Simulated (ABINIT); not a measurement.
# Ir (Fm-3m) in ABINIT: settings compared

Aim: see how the results for Ir move with the level of theory and the settings. Levels: revPBE, BP86+D3, SCAN, rPW86PBE. Tasks: band structure, equation of state.

All numbers are computed with ABINIT 10.8.3 (patched build); they aren't measurements. Logs are shortened: lines on timing, memory, paths and dates and some standing lists are left out, and cuts for length are marked. The log counts tension as positive stress, the text compression.

**1. The crystal as given**

It takes space group Fm-3m (No. 225, cubic). The conventional cell has a = 3.831 Å, b = 3.831 Å, c = 3.831 Å, α = 90.00°, β = 90.00°, γ = 90.00°. Ir (site symmetry m-3m) is surrounded by 12 Ir at 2.71 Å.

**2. Band structure, revPBE, spin-orbit coupling, no magnetisation**

Input file run.abi:

```
ndtset 2

pp_dirpath "./"
pseudos "Ir.GGA_PBE-JTH.xml"

acell 3*1.0
rprim
     0.0000000000     3.6199593643     3.6199593643
     3.6199593643     0.0000000000     3.6199593643
     3.6199593643     3.6199593643     0.0000000000
ntypat 1
znucl 77
natom 1
typat 1
xcart
     0.0000000000     0.0000000000     0.0000000000 Angstrom

ecut 462.593566 eV
pawecutdg 34.0

ixc 14

occopt 3
tsmear 0.05 eV

nspinor 2
nspden 1
pawspnorb 1

nstep 100

iomode 3
prtwf 0
prteig 0
prtebands 0
enunit 1
prtden1 1

kptopt1 4
ngkpt1 12 12 12
nshiftk1 1
shiftk1 0.0 0.0 0.0
nband1 24
tolvrs1 1.0e-9

iscf2 -2
getden2 1
nband2 32
nbdbuf2 2
tolwfr2 1.0e-12
kptopt2 -9
ndivsm2 8
prteig2 1
prtvol2 -3
kptbounds2
     0.0000000000     0.0000000000     0.0000000000
     0.5000000000     0.0000000000     0.5000000000
     0.5000000000     0.2500000000     0.7500000000
     0.3750000000     0.3750000000     0.7500000000
     0.0000000000     0.0000000000     0.0000000000
     0.5000000000     0.5000000000     0.5000000000
     0.6250000000     0.2500000000     0.6250000000
     0.5000000000     0.2500000000     0.7500000000
     0.5000000000     0.5000000000     0.5000000000
     0.3750000000     0.3750000000     0.7500000000
```

Potentials or basis: JTH PAW PBE v2.0.

Run with:

```sh
abinit run.abi > log 2>&1
```

run.abo:

```text
.Version 10.8.3 of ABINIT
 DATASET    1 : space group F4 3 2 (#209); Bravais cF (face-center cubic)
================================================================================
 Values of the parameters that define the memory need for DATASET  1.
     intxc =       0    ionmov =       0      iscf =      17    lmnmax =      18
     lnmax =       6     mgfft =      20  mpssoang =       3    mqgrid =    3001
     natom =       1  nloc_mem =       2    nspden =       1   nspinor =       2
    nsppol =       1      nsym =      24    n1xccc =       1    ntypat =       1
    occopt =       3   xclevel =       2
       mpw =         332          nfft =        8000          nkpt =          88
 PAW method is used; the additional fine FFT grid is defined by:
   mgfftf=        30    nfftf =     27000
================================================================================
================================================================================

 DATASET    2 : space group F4 3 2 (#209); Bravais cF (face-center cubic)
================================================================================
 Values of the parameters that define the memory need for DATASET  2.
     intxc =       0    ionmov =       0      iscf =      -2    lmnmax =      18
     lnmax =       6     mgfft =      20  mpssoang =       3    mqgrid =    3001
     natom =       1  nloc_mem =       2    nspden =       1   nspinor =       2
    nsppol =       1      nsym =      24    n1xccc =       1    ntypat =       1
    occopt =       3   xclevel =       2
       mpw =         332          nfft =        8000          nkpt =         139
 PAW method is used; the additional fine FFT grid is defined by:
   mgfftf=        30    nfftf =     27000
================================================================================
================================================================================

--------------------------------------------------------------------------------
------------- Echo of variables that govern the present computation ------------
--------------------------------------------------------------------------------
 -outvars: echo values of preprocessed input variables --------
            acell      1.0000000000E+00  1.0000000000E+00  1.0000000000E+00 Bohr
              amu      1.92220000E+02
             ecut      1.70000000E+01 Hartree
           enunit           1
           getden1          0
           getden2          1
             iscf1         17
             iscf2         -2
              ixc          14
           jdtset        1    2
           kptopt1          4
           kptopt2         -9
         kptrlatt       12    0    0      0   12    0      0    0   12
          kptrlen1     6.14327475E+01
          kptrlen2     3.00000000E+01
            natom           1
            nband1         24
            nband2         32
           nbdbuf1          0
           nbdbuf2          2
           ndtset           2
           ndivsm1          0
           ndivsm2          8
            ngfft          20      20      20
          ngfftdg          30      30      30
             nkpt1         88
             nkpt2        139
          nspinor           2
            nstep         100
             nsym          24
           ntypat           1
           occopt           3
        pawcpxocc           2
        pawecutdg      3.40000000E+01 Hartree
        pawspnorb           1
         pawxcdev           0
        prtebands           0
           prteig1          0
           prteig2          1
           prtvol1          0
           prtvol2         -3
[... 238 lines left out ...]
         ecut(hartree)=     17.000   => boxcut(ratio)=   2.10485

 Fine grid specifications (used for densities):

 getcut: wavevector=  0.0000  0.0000  0.0000  ngfft=  30  30  30
         ecut(hartree)=     34.000   => boxcut(ratio)=   2.23501

 getcut : COMMENT -
  Note that boxcut > 2.2 ; recall that boxcut=Gcut(box)/Gcut(sphere) = 2
  is sufficient for exact treatment of convolution.
  Such a large boxcut is a waste : you could raise ecut
  e.g. ecut=   42.459894 Hartrees makes boxcut=2

--------------------------------------------------------------------------------

================================================================================
 Non-SCF case, kpt    1 (  0.00000  0.00000  0.00000), residuals and eigenvalues=
  1.98E-13  2.63E-13  3.66E-13  9.83E-13  1.87E-13  4.55E-13  2.23E-13  9.59E-13
  5.84E-13  9.36E-13  4.12E-13  5.25E-13  4.60E-13  7.80E-13  3.96E-13  8.25E-13
  1.81E-13  8.10E-13  3.09E-13  3.90E-13  4.29E-13  7.28E-13  2.19E-13  8.79E-13
  3.45E-13  5.65E-13  1.94E-13  5.76E-13  8.28E-13  2.87E-13  5.94E-05  4.06E-04
 -1.5593E+00 -1.5593E+00 -1.1067E+00 -1.1067E+00 -1.1067E+00 -1.1067E+00
  1.5643E-01  1.5643E-01  4.1015E-01  4.1015E-01  4.1015E-01  4.1015E-01
  4.4051E-01  4.4051E-01  5.2758E-01  5.2758E-01  5.2758E-01  5.2758E-01
  7.6788E-01  7.6788E-01  1.0682E+00  1.0682E+00  1.2592E+00  1.2592E+00
  1.2807E+00  1.2807E+00  1.2807E+00  1.2807E+00  1.4751E+00  1.4751E+00
  1.8053E+00  1.8066E+00
 Non-SCF case, kpt    2 (  0.02174  0.00000  0.02174), residuals and eigenvalues=
  2.50E-13  5.30E-13  4.95E-13  8.53E-13  4.04E-13  4.11E-13  4.17E-13  8.66E-13
[... 1502 lines left out ...]
  7.8875E-01  7.8875E-01  8.6284E-01  8.6284E-01  9.9495E-01  9.9495E-01
  1.1590E+00  1.1590E+00  1.3204E+00  1.3204E+00  1.5840E+00  1.5840E+00
  1.6032E+00  1.6032E+00
 Non-SCF case, kpt  139 (  0.37500  0.37500  0.75000), residuals and eigenvalues=
  4.30E-13  4.09E-13  1.49E-13  4.42E-13  4.38E-13  6.02E-13  2.53E-13  5.44E-13
  1.42E-13  3.92E-13  3.09E-13  5.82E-13  4.46E-13  8.53E-13  2.92E-13  7.07E-13
  5.41E-13  6.12E-13  2.10E-13  3.08E-13  5.09E-13  9.09E-13  1.59E-13  2.31E-13
  2.90E-13  7.43E-13  5.81E-13  9.98E-13  7.77E-13  9.45E-13  8.07E-13  1.32E-11
 -1.5679E+00 -1.5679E+00 -1.1342E+00 -1.1342E+00 -1.1230E+00 -1.1230E+00
  3.0801E-01  3.0801E-01  3.4414E-01  3.4414E-01  4.5667E-01  4.5667E-01
  5.3409E-01  5.3409E-01  5.9298E-01  5.9298E-01  7.6806E-01  7.6806E-01
  7.9672E-01  7.9672E-01  8.5394E-01  8.5394E-01  9.9222E-01  9.9222E-01
  1.1416E+00  1.1416E+00  1.3344E+00  1.3344E+00  1.5849E+00  1.5849E+00
  1.5924E+00  1.5924E+00

--- !ResultsGS
iteration_state: {dtset: 2, }
comment   : Summary of ground state results
lattice_vectors:
- [  0.0000000,   3.6199594,   3.6199594, ]
- [  3.6199594,   0.0000000,   3.6199594, ]
- [  3.6199594,   3.6199594,   0.0000000, ]
lattice_lengths: [   5.11940,    5.11940,    5.11940, ]
lattice_angles: [ 60.000,  60.000,  60.000, ] # degrees, (23, 13, 12)
lattice_volume:   9.4872661E+01
convergence: {deltae:  0.000E+00, res2:  0.000E+00, residm:  9.996E-13, diffor:  0.000E+00, }
etotal    :  -7.70401296E+01
entropy   :   0.00000000E+00
fermie    :   5.72164399E-01
cartesian_stress_tensor: null
pressure_GPa: null
xred      :
- [  0.0000E+00,   0.0000E+00,   0.0000E+00, Ir]
cartesian_forces: null
force_length_stats: {min: null, max: null, mean: null, }
...

 Integrated electronic density in atomic spheres:
 ------------------------------------------------
 Atom  Sphere_radius  Integrated_density
    1        2.51066         13.63256084

================================================================================

 ----iterations are completed or convergence reached----

 Mean square residual over all n,k,spin=   50.277E-14; max=  99.961E-14
 reduced coordinates (array xred) for    1 atoms
       0.000000000000      0.000000000000      0.000000000000

 cartesian coordinates (angstrom) at end:
    1      0.00000000000000     0.00000000000000     0.00000000000000
 length scales=  1.000000000000  1.000000000000  1.000000000000 bohr
              =  0.529177210544  0.529177210544  0.529177210544 angstroms
 Eigenvalues (   eV  ) for nkpt= 139  k points:
 kpt#   1, nband= 32, wtk=  1.00000, kpt=  0.0000  0.0000  0.0000 (reduced coord)
 -42.43151  -42.43151  -30.11615  -30.11615  -30.11615  -30.11615    4.25680    4.25680
  11.16076   11.16076   11.16076   11.16076   11.98682   11.98682   14.35615   14.35615
  14.35615   14.35615   20.89511   20.89511   29.06835   29.06835   34.26531   34.26531
  34.84843   34.84843   34.84843   34.84843   40.13904   40.13904   49.12419   49.15896
 kpt#   2, nband= 32, wtk=  1.00000, kpt=  0.0217  0.0000  0.0217 (reduced coord)
 -42.43265  -42.43265  -30.12026  -30.12026  -30.11803  -30.11803    4.28573    4.28573
  11.15196   11.15196   11.17448   11.17448   11.99048   11.99048   14.33173   14.33173
  14.36364   14.36364   20.89519   20.89519   29.11925   29.11925   34.24612   34.24612
  34.79068   34.79068   34.86671   34.86671   40.32482   40.32482   48.31480   48.43476
 kpt#   3, nband= 32, wtk=  1.00000, kpt=  0.0435  0.0000  0.0435 (reduced coord)
 -42.43603  -42.43603  -30.13248  -30.13248  -30.12364  -30.12364    4.37211    4.37211
  11.12178   11.12178   11.21538   11.21538   12.00602   12.00602   14.25973   14.25973
  14.38619   14.38619   20.89544   20.89544   29.27075   29.27075   34.15536   34.15536
  34.68453   34.68453   34.92017   34.92017   40.84459   40.84459   47.26398   47.26931
 kpt#   4, nband= 32, wtk=  1.00000, kpt=  0.0652  0.0000  0.0652 (reduced coord)
 -42.44158  -42.44158  -30.15251  -30.15251  -30.13287  -30.13287    4.51473    4.51473
[... 664 lines left out ...]
 -42.66113  -42.66113  -30.85568  -30.85568  -30.54247  -30.54247    8.59612    8.59612
   9.70553    9.70553   11.92404   11.92404   14.07365   14.07365   15.98437   15.98437
  20.90137   20.90137   21.30773   21.30773   23.37952   23.37952   27.50056   27.50056
  32.03506   32.03506   35.44488   35.44488   43.10284   43.10284   43.34297   43.34297
 kpt# 138, nband= 32, wtk=  1.00000, kpt=  0.3839  0.3839  0.7321 (reduced coord)
 -42.66410  -42.66410  -30.85943  -30.85943  -30.55358  -30.55358    8.48846    8.48846
   9.53477    9.53477   12.17571   12.17571   14.33171   14.33171   16.03730   16.03730
  20.90664   20.90664   21.46297   21.46297   23.47908   23.47908   27.07397   27.07397
  31.53775   31.53775   35.93123   35.93123   43.10398   43.10398   43.62649   43.62649
 kpt# 139, nband= 32, wtk=  1.00000, kpt=  0.3750  0.3750  0.7500 (reduced coord)
 -42.66604  -42.66604  -30.86423  -30.86423  -30.55782  -30.55782    8.38147    8.38147
   9.36453    9.36453   12.42661   12.42661   14.53321   14.53321   16.13591   16.13591
  20.89988   20.89988   21.67988   21.67988   23.23684   23.23684   26.99978   26.99978
  31.06397   31.06397   36.31113   36.31113   43.12797   43.12797   43.33222   43.33222

== END DATASET(S) ==============================================================
================================================================================

 -outvars: echo values of variables after computation  --------
            acell      1.0000000000E+00  1.0000000000E+00  1.0000000000E+00 Bohr
           etotal1    -7.7040129612E+01
            fcart1    -0.0000000000E+00 -0.0000000000E+00 -0.0000000000E+00
            rprim      0.0000000000E+00  3.6199593643E+00  3.6199593643E+00
                       3.6199593643E+00  0.0000000000E+00  3.6199593643E+00
                       3.6199593643E+00  3.6199593643E+00  0.0000000000E+00
           strten1    -5.4349052970E-04 -5.4349052970E-04 -5.4349052970E-04
                       0.0000000000E+00  0.0000000000E+00  0.0000000000E+00
 Calculation completed.
```

It took 83 s on 1 thread of Arm Neoverse V2, shared host; peak memory 0.13 GiB.

What came out:

```yaml
Free_energy: -2096.3687 eV
Pressure: 16.0 GPa
Band_gap_on_the_k_mesh: none (metal or under the smearing width)
Valence_electrons_inside_the_program's_atomic_spheres: Ir 13.63 (radii [1.3286] Å)
```

Levels at the corners of the path, in eV from the Fermi level:
| point | band 12 | band 13 | band 14 | band 15 | band 16 | band 17 |
| --- | --- | --- | --- | --- | --- | --- |
| Γ | -4.41 | -3.58 | -3.58 | -1.21 | -1.21 | -1.21 |
| X | 0.58 | 1.02 | 1.02 | 1.41 | 1.41 | 1.91 |
| W | -5.11 | -1.90 | -1.90 | 1.39 | 1.39 | 5.35 |
| K | -3.14 | -1.04 | -1.04 | 0.57 | 0.57 | 5.33 |
| Γ | -4.41 | -3.58 | -3.58 | -1.21 | -1.21 | -1.21 |
| L | -3.77 | -0.91 | -0.91 | 0.51 | 0.51 | 1.09 |
| U | -3.14 | -1.04 | -1.04 | 0.57 | 0.57 | 5.33 |
| W | -5.11 | -1.90 | -1.90 | 1.39 | 1.39 | 5.35 |
| L | -3.77 | -0.91 | -0.91 | 0.51 | 0.51 | 1.09 |
| K | -3.14 | -1.04 | -1.04 | 0.57 | 0.57 | 5.33 |

Caveat: so large a pressure means that the cell lies far from this level's equilibrium, or that cutoff or potentials fall short; the potentials were made for another functional, which shifts forces and pressure.

**3. Equation of state, BP86+D3**

Input file run.abi:

```
# Datasets: one volume each
ndtset 7
getwfk -1
scalecart1 3*0.9795861087
scalecart2 3*0.9864848297
scalecart3 3*0.9932883884
scalecart4 3*1.0000000000
scalecart5 3*1.0066227096
scalecart6 3*1.0131594038
scalecart7 3*1.0196128224

# Pseudopotentials
pp_dirpath "./"
pseudos "Ir.GGA_PBE-JTH.xml"

# Structure
acell 3*1.0
rprim
     0.0000000000     3.6199593643     3.6199593643
     3.6199593643     0.0000000000     3.6199593643
     3.6199593643     3.6199593643     0.0000000000
ntypat 1
znucl 77
natom 1
typat 1
xred
     0.0000000000     0.0000000000     0.0000000000

# Plane-wave basis
ecut 17.0
pawecutdg 34.0

# k points
kptopt 1
ngkpt 12 12 12
nshiftk 1
shiftk 0.0 0.0 0.0

# Exchange and correlation
ixc -106132
vdw_xc 6

# Bands and occupations
nband 12
occopt 3
tsmear 0.05 eV

# SCF cycle
nstep 100
tolvrs 1.0e-9

# Output
iomode 3
prtwf 1
prtden 0
prteig 0
prtebands 0
```

Potentials or basis: JTH PAW PBE v2.0.

Run with:

```sh
abinit run.abi > log 2>&1
```

Run time: 43 s. Hardware: 1 thread of Arm Neoverse V2, shared host; peak memory 0.13 GiB.

Results (log left out):

```
Equilibrium volume                      : 13.81 Å³/atom
Bulk modulus                            : 400 GPa
Pressure derivative of the bulk modulus : 5.0
```

Energy against volume, from the lowest point:
```csv
volume (Å³/atom),energy (meV/atom)
13.215,34.68
13.496,9.10
13.778,0.00
14.059,5.33
14.340,23.48
14.621,53.07
14.902,92.61
```

Caveat: pressures at fixed basis lie under the slope of the energies; the PAW data sets were made with another functional, which shifts forces and pressure a little; the atomic spheres overlap. The run has no spin-orbit coupling, so splittings on Ir are missing.

**4. Band structure, SCAN**

Input file run.abi:

```
# Datasets: ground state, then fixed potential
ndtset 2

# Pseudopotentials
pp_dirpath "./"
pseudos "Ir.GGA_PBE-JTH.xml"

# Structure
acell 3*1.0
rprim
     0.0000000000     3.6199593643     3.6199593643
     3.6199593643     0.0000000000     3.6199593643
     3.6199593643     3.6199593643     0.0000000000
ntypat 1
znucl 77
natom 1
typat 1
xred
     0.0000000000     0.0000000000     0.0000000000

# Plane-wave basis
ecut 20.0
pawecutdg 40.0

# Exchange and correlation
ixc -263267
usekden 1
pawxcdev 0

# Bands and occupations
occopt 3
tsmear 0.05 eV

# SCF cycle
nstep 100

# Output
iomode 3
prtwf 0
prteig 0
prtebands 0
enunit 1
prtden1 1
prtkden1 1

# Dataset 1
kptopt1 1
ngkpt1 12 12 12
nshiftk1 1
shiftk1 0.0 0.0 0.0
nband1 12
tolvrs1 1.0e-7

# Dataset 2: bands along G-X-W-K-G-L-U-W-L-K
iscf2 -2
getden2 1
getkden2 1
nband2 16
nbdbuf2 2
tolwfr2 1.0e-12
kptopt2 -9
ndivsm2 6
prteig2 1
kptbounds2
     0.0000000000     0.0000000000     0.0000000000
     0.5000000000     0.0000000000     0.5000000000
     0.5000000000     0.2500000000     0.7500000000
     0.3750000000     0.3750000000     0.7500000000
     0.0000000000     0.0000000000     0.0000000000
     0.5000000000     0.5000000000     0.5000000000
     0.6250000000     0.2500000000     0.6250000000
     0.5000000000     0.2500000000     0.7500000000
     0.5000000000     0.5000000000     0.5000000000
     0.3750000000     0.3750000000     0.7500000000
```

Run with:

```sh
abinit run.abi > log 2>&1
```

Wall time 83 s (1 thread of Arm Neoverse V2, shared host); peak memory 0.11 GiB.

Results (log left out):

- Free energy: -866.1394 eV
- Pressure: -8.0 GPa
- Band gap on the k mesh: none (metal or under the smearing width)
- Valence electrons inside the program's atomic spheres: Ir 13.63 (radii [1.3286] Å)

Levels at the corners of the path, in eV from the Fermi level:
```csv
point,band 4,band 5,band 6,band 7,band 8,band 9,band 10,band 11
Γ,-12.26,-4.07,-4.07,-4.07,-1.43,-1.43,8.11,14.50
X,-8.49,-7.82,0.79,1.22,1.80,1.80,8.01,10.74
W,-6.72,-5.24,-5.24,-2.12,1.80,7.64,8.59,9.20
K,-7.46,-6.42,-3.18,-1.10,0.84,6.11,7.92,8.17
Γ,-12.26,-4.07,-4.07,-4.07,-1.43,-1.43,8.11,14.50
L,-8.82,-4.31,-4.31,-1.14,1.04,1.04,7.29,8.31
U,-7.46,-6.42,-3.18,-1.10,0.84,6.11,7.92,8.17
W,-6.72,-5.24,-5.24,-2.12,1.80,7.64,8.59,9.20
L,-8.82,-4.31,-4.31,-1.14,1.04,1.04,7.29,8.31
K,-7.46,-6.42,-3.18,-1.10,0.84,6.11,7.92,8.17
```

Caveat: totals of a meta-GGA on PAW files have another zero than those of a GGA; the PAW data sets were made with another functional, which shifts forces and pressure a little; spin-orbit coupling is left out, which moves the levels of the heavy elements.

[end of part 1 of 2]
